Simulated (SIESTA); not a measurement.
Runs of SIESTA 5.4.2 on N. Symmetry: Pa-3, No. 205, cubic system. Conventional cell: a = 5.561 Å, b = 5.561 Å, c = 5.561 Å, α = 90.00°, β = 90.00°, γ = 90.00°. Around N (site symmetry 3) lie 1 N at 1.11 Å. 

```tsv
task	level	potentials or basis	gap on the mesh (eV)	pressure (GPa)	largest force (eV/Å)
band structure	PBE	PseudoDojo 0.4 standard (PBE files), DZP (energy shift 0.003 Ry)	7.37	5.2	4.13
band structure	LDA	PseudoDojo 0.4 standard (LDA files), DZP (energy shift 0.003 Ry)	7.21	(a)	(b)
single point	PBE	PseudoDojo 0.4 standard (PBE files), DZP (energy shift 0.003 Ry)	7.37	5.2	4.13
band structure	PBEsol	PseudoDojo 0.4 standard (PBEsol files), DZP (energy shift 0.003 Ry)	7.33	4.9	4.06
```

Alike in all rows: no spin polarisation; cell as given; k mesh 5 × 5 × 5; smearing fermi-dirac 0.05 eV; grid cutoff 800 Ry; energy shift 0.003 Ry.

Problem. Estimate the missing entries.

Solution. (a) 2.8; (b) 3.31.

Caveats: the basis of atomic orbitals isn't converged, which shifts pressures, moduli and gaps; forces of over 1 eV/Å show positions far from the minimum, so gaps and moduli don't describe the material at rest; an odd mesh through Γ misses points on the zone boundary, where band edges often lie (some runs).
